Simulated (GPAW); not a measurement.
Set up this calculation in GPAW 26.7.0, as an ASE script.

```yaml
Task: band structure
Functional: PW91
Potentials_or_basis: PAW data sets generated in the run's folder for this functional
Cutoff: 600 eV
Basis: pw
k_mesh: 7 × 7 × 4
Occupations: fermi-dirac, width 0.05 eV
Spin: spin-orbit coupling, no magnetisation
Maxiter: 150
Band_path: GMKGALHA,LM,KH
Band_points: 80
spin_axis_theta_degrees: 0
spin_axis_phi_degrees: 0
Soc_after_scf: second variation
```

The system is TaS2.

```
CELL_PARAMETERS angstrom
3.35000 0.00000 0.00000
-1.67500 2.90119 0.00000
0.00000 0.00000 5.86000
ATOMIC_POSITIONS crystal
Ta 0.00000 0.00000 0.00000
S 0.66667 0.33333 0.75000
S 0.33333 0.66667 0.25000
```

These files were run (other wordings do the same):

run.py

```python
import numpy as np
from ase import Atoms
from ase.dft.bandgap import bandgap
from ase.io import write
from ase.units import GPa
from gpaw import GPAW, PW, setup_paths
from gpaw.spinorbit import soc_eigenstates

setup_paths.insert(0, '.')

atoms = Atoms(['Ta', 'S', 'S'],
              cell=[[3.35, 0.0, 0.0],
                    [-1.675, 2.9011851027, 0.0],
                    [0.0, 0.0, 5.86]],
              scaled_positions=[[0.0, 0.0, 0.0],
                                [0.6666666667, 0.3333333333, 0.75],
                                [0.3333333333, 0.6666666667, 0.25]],
              pbc=True)

calc = GPAW(mode=PW(600),
            xc='GGA_X_PW91+GGA_C_PW91',
            kpts={'size': (7, 7, 4), 'gamma': True},
            occupations={'name': 'fermi-dirac', 'width': 0.05},
            nbands=25,
            convergence={'density': 1e-05, 'energy': 1e-05},
            maxiter=150,
            txt='gpaw.txt')
atoms.calc = calc
energy = atoms.get_potential_energy()
forces = atoms.get_forces()
stress = atoms.get_stress()
calc.write('gs.gpw')
write('result.traj', atoms)
print(f'Energy: {energy:.6f} eV')
print('Forces (eV/A):')
print(forces.round(4))
print('Stress (GPa):', (stress / GPa).round(3))
print('Fermi level:', round(calc.get_fermi_level(), 4), 'eV')
print(f'Gap: {bandgap(calc)[0]:.4f} eV, direct: {bandgap(calc, direct=True)[0]:.4f} eV')

path = atoms.cell.bandpath('GMKGALHA,LM,KH', npoints=80, eps=1e-4)
bs_calc = calc.fixed_density(kpts=path, symmetry='off', nbands=39,
                             convergence={'bands': 'CBM+6.0', 'eigenstates': 1e-6}, txt='bands.txt')
bs = bs_calc.band_structure()
bs.write('bs.json')
print(f'Gap on the path: {bandgap(bs_calc)[0]:.4f} eV')

soc = soc_eigenstates(bs_calc, theta=0, phi=0)
np.savetxt('soc_bands.dat', soc.eigenvalues(), fmt='%.4f')
mesh = soc_eigenstates('gs.gpw', theta=0, phi=0)
np.savetxt('soc_mesh.dat', mesh.eigenvalues(), fmt='%.4f')
print('Fermi level with spin-orbit coupling:', round(mesh.fermi_level, 4), 'eV')
```

Potentials or basis: PAW data sets generated in the run's folder for this functional, pw.

Launch:

```sh
$ gpaw-setup -f GGA_X_PW91+GGA_C_PW91 S Ta
$ OMP_NUM_THREADS=1 python run.py
```

It gave:

```
Pressure                : 9.2 GPa
Largest force           : 1.216 eV/Å
Band gap along the path : none (metal or under the smearing width)
```

Caveat: spin-orbit coupling was added after a scalar SCF, so levels and gaps hold it while energy, forces, pressure and moments don't; this program's spin-orbit splittings come out too wide for heavy elements; this functional lacks dispersion, which binds the layers, so the pressure and a relaxed spacing across them are unreliable.

Run time: 74 s on 1 thread of Arm Neoverse V1, on a shared host, peak memory 0.37 GiB.
